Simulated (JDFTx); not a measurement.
Te:

```
Te
1.0
     4.45400    0.00000    0.00000
    -2.22700    3.85728    0.00000
     0.00000    0.00000    5.92400
Te
3
Cartesian
  1.6279 2.8197 0.0000
  -0.5991 1.0376 3.9493
  1.1981 0.0000 1.9747
```

| Property | Result |
| --- | --- |
| Program | JDFTx 1.7.0 (patched build) |
| Task | single point |
| Functional | PBEsol |
| Potentials or basis | PseudoDojo-SR-PBEsol-0.4.1-standard with smoothed tails |
| Cutoff | 1088 eV |
| Density cutoff | 8708 eV |
| k mesh | 7 × 7 × 5 |
| Occupations | fermi-dirac, width 0.05 eV |
| Spin | no spin polarisation |

On this cell: pressure -0.8 GPa; largest force 0.153 eV/Å; band gap on the k mesh 0.58 eV, indirect (least direct gap 0.76 eV).

The same run follows on a disturbed copy (atoms moved at random, drawn with an rms of 0.05 Å):

```
Te
1.0
     4.45400    0.00000    0.00000
    -2.22700    3.85728    0.00000
     0.00000    0.00000    5.92400
Te
3
Direct
  0.72636 0.72628 0.99901
  0.00652 0.27843 0.67379
  0.27379 0.01099 0.33305
```

Q: What changes?

A: The energy moves by +0.5 meV/atom; pressure -1.2 GPa; largest force 0.206 eV/Å; band gap on the k mesh 0.44 eV, indirect (least direct gap 0.68 eV).

Forces on the atoms (eV/Å):
```
Te  -0.032 -0.002  0.123
Te  -0.069  0.065 -0.183
Te   0.102 -0.062  0.060
```

Stress tensor (GPa, compression positive):
```
-1.22 -0.11 -0.04
-0.11 -1.26 -0.15
-0.04 -0.15 -0.98
```

Caveats: spin-orbit coupling is left out, which moves the levels of the heavy elements; an odd mesh through Γ misses points on the zone boundary, where band edges often lie.
